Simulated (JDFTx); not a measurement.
Runs of JDFTx 1.7.0 (patched build) on Te. The structure is trigonal, space group P3_121 (No. 152). Conventional cell: a = 4.454 Å, b = 4.454 Å, c = 5.924 Å, α = 90.00°, β = 90.00°, γ = 120.00°. Around Te (site symmetry 2) lie 2 Te at 2.86 Å. 

```tsv
task	level	potentials or basis	cell	k mesh	smearing	local potential set to -Z/r beyond	max SCF steps	SCF threshold on the energy	solver of the electrons	pseudo rcut	mesh quality	gap on the mesh (eV)	pressure (GPa)	relaxed volume (Å³/atom)	largest force (eV/Å)
single point	LDA	PseudoDojo-SR-LDA-0.4.1-standard with smoothed tails	as given	7 × 7 × 5	gaussian 0.02 eV	6 bohr	100	1e-09 Ha	scf	6	not flagged	0.57	-1.8	-	0.10
single point	PBEsol	PseudoDojo-SR-PBEsol-0.4.1-standard with smoothed tails	as given	7 × 7 × 5	fermi-dirac 0.05 eV	6 bohr	100	1e-09 Ha	scf	6	not flagged	0.58	(a)	-	0.15
relaxation of cell and atoms	PBE+D3	PseudoDojo-SR-PBE-0.4.1-standard with smoothed tails	relaxed	5 × 5 × 3	fermi-dirac 0.05 eV	6 bohr	100	1e-09 Ha	scf	6	coarse	0.73	0.0	33.43	-
relaxation of cell and atoms	LDA	PseudoDojo-SR-LDA-0.4.1-standard with smoothed tails	relaxed	5 × 5 × 3	fermi-dirac 0.05 eV	6 bohr	100	1e-09 Ha	scf	6	coarse	0.63	0.0	31.45	-
relaxation of cell and atoms	PBEsol	PseudoDojo-SR-PBEsol-0.4.1-standard with smoothed tails	relaxed	5 × 5 × 3	fermi-dirac 0.05 eV	6 bohr	100	1e-09 Ha	scf	6	coarse	0.67	0.0	(b)	-
single point	PBEsol	PseudoDojo-SR-PBEsol-0.4.1-standard	as given	3 × 3 × 2	fermi-dirac 0.05 eV	-	100	1e-09 Ha	scf	-	coarse	-	-0.4	-	0.14
single point	LDA	PseudoDojo-SR-LDA-0.4.1-standard	as given	3 × 3 × 2	fermi-dirac 0.05 eV	-	100	1e-09 Ha	scf	-	coarse	-	-1.4	-	0.19
```

Alike in all rows: no spin polarisation; cutoff (eV) 1088.

Problem. Fill in the values left out.

Solution. (a) -0.8; (b) 32.16.

Caveats: some runs use coarse meshes; spin-orbit coupling is left out, which moves the levels of the heavy elements (some runs); an odd mesh through Γ misses points on the zone boundary, where band edges often lie (some runs); the plane waves are those of the starting cell, so after so large a change of volume the result is rough (some runs).

A k mesh can miss the band edges, and the runs leave out spin-orbit coupling on Te.

Not every run made on this cell is shown here.
